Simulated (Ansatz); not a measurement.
# BaTiO3: one crystal by all-electron and frozen-core methods

The same cell of BaTiO3 is computed with LAPW, all electrons, frozen-core PAW and all-electron PAW on datasets made for the crystal, to set the results side by side.

Method: DFT PBE, scalar-relativistic, in Ansatz 0.2.0.

## Step 1: The structure to begin with

It takes space group P4/mmm (No. 123, tetragonal). Conventional cell: a = 4.000 Å, b = 4.000 Å, c = 4.018 Å, α = 90.00°, β = 90.00°, γ = 90.00°. Around Ba (site symmetry 4/mmm) lie 12 O at 2.83 Å. Around Ti (site symmetry 4/mmm) lie 6 O at 2.00 to 2.01 Å. Around O (site symmetry 4/mmm) lie 2 Ti at 2.01 Å and 4 Ba at 2.83 Å. O (site symmetry mmm) is surrounded by 2 Ti at 2.00 Å and 4 Ba at 2.83 Å.

Structure file:

```
CELL_PARAMETERS angstrom
3.99980 0.00000 0.00000
0.00000 3.99980 0.00000
0.00000 0.00000 4.01800
ATOMIC_POSITIONS crystal
Ba 0.00000 0.00000 0.00000
Ti 0.50000 0.50000 0.50000
O 0.50000 0.50000 0.00000
O 0.50000 0.00000 0.50000
O 0.00000 0.50000 0.50000
```

Structure: COD 2100860, as refined from experiment and not relaxed.

Atoms are numbered in the order of the input: Ba1, Ti2, O3, O4, O5.

## Step 2: LAPW, all electrons

Input file input.yaml:

```yaml
crystal:
  lattice:
    - [3.9998, 0.0, 0.0]
    - [0.0, 3.9998, 0.0]
    - [0.0, 0.0, 4.018]
  atoms:
    - { symbol: Ba, position: [0.0, 0.0, 0.0] }
    - { symbol: Ti, position: [0.5, 0.5, 0.5] }
    - { symbol: O, position: [0.5, 0.5, 0.0] }
    - { symbol: O, position: [0.5, 0.0, 0.5] }
    - { symbol: O, position: [0.0, 0.5, 0.5] }
kpoints:
  mp_grid: { grid: [7, 7, 7] }
  band_path:
    path:
      - [0.0, 0.0, 0.0]
      - [0.0, 0.5, 0.0]
      - [0.5, 0.5, 0.0]
      - [0.0, 0.0, 0.0]
      - [0.0, 0.0, 0.5]
      - [0.0, 0.5, 0.5]
      - [0.5, 0.5, 0.5]
      - [0.0, 0.0, 0.5]
      - [0.0, 0.5, 0.0]
    npoints: 14
scf:
  occupations: { method: fermi_dirac, width: 0.03 }
hamiltonian:
  xc: pbe
  pseudopotentials: { kind: all_electron, lapw: { basis_error: 0.001 } }
output:
  forces: true
  stress: true
  eigenvalues: true
  populations: true
  dos: { projected: true, de: 0.2, e_range: [-14, 8] }
```

Run with:

```
$ ansatz run input.yaml --threads 2 --pin off --max-ram 6144MiB --backend cpu --events-out ev --progress --plain --runs-dir out
```

## Step 3: Frozen-core PAW

input.yaml, as its differences from that of step 2:

```diff
@@ -29,3 +29,3 @@
   xc: pbe
-  pseudopotentials: { kind: all_electron, lapw: { basis_error: 0.001 } }
+  pseudopotentials: { kind: paw }
 output:
@@ -34,3 +34,9 @@
   eigenvalues: true
+  efg: { contact_densities: true }
   populations: true
+  bader: true
   dos: { projected: true, de: 0.2, e_range: [-14, 8] }
+  write_density: true
+  write_potential: true
+  elf: true
+  volumetric_format: npy
```

## Step 4: All-electron PAW on datasets made for the crystal

input.yaml, as its differences from that of step 3:

```diff
@@ -24,3 +24,3 @@
       - [0.0, 0.5, 0.0]
-    npoints: 14
+    npoints: 8
 scf:
@@ -29,3 +29,3 @@
   xc: pbe
-  pseudopotentials: { kind: paw }
+  pseudopotentials: { kind: all_electron, datasets: crystal }
 output:
@@ -35,8 +35 @@
   efg: { contact_densities: true }
-  populations: true
-  bader: true
-  dos: { projected: true, de: 0.2, e_range: [-14, 8] }
-  write_density: true
-  write_potential: true
-  elf: true
-  volumetric_format: npy
```

(Steps that only read results are left out.)

**Question.** What will these runs give? Wanted: pressure; gap; Bader charges; highest ELF.

As calculated:

```
           quantity                                           value
           pressure  LAPW 1.69, PAW 1.68, crystal datasets 1.69 GPa
         gap (LAPW)                   1.79 eV, indirect from A to Γ
Bader charges (PAW)      Ba1 +1.53, Ti2 +2.22, O3 -1.25, O4 -1.25 e
  highest ELF (PAW)                             0.83, 0.60 Å from O
```

The pressure of 1.7 GPa pushes the cell to expand, with the atoms held in place. The gap is 1.79 eV, indirect from A to Γ. Spin-orbit coupling is left out, though the cell holds Ba; it can shift such gaps by tenths of an eV. O 2p states make 95 % of the projected weight in the top eV of the valence band. The projection holds only the free atom's occupied shells (Ba 5p, Ti 3d, O 2s, O 2p in this range). The field gradient at O3, the largest by crystal datasets, is 2.72 by PAW and 2.64 by crystal datasets (10²¹ V/m²), within 5 %. No spin–orbit coupling: at heavy atoms the gradients can be off by tens of per cent for that reason. In pressure, PAW differs from LAPW by -0.01 GPa and less than 0.01 eV in the gap. LAPW took about 2.1 times as long as PAW (29 s against 14 s, on a shared host and with the outputs that each input asks for).

The gaps are Kohn-Sham values of a semilocal functional, not quasiparticle or optical gaps. Such gaps usually fall short of the measured ones.
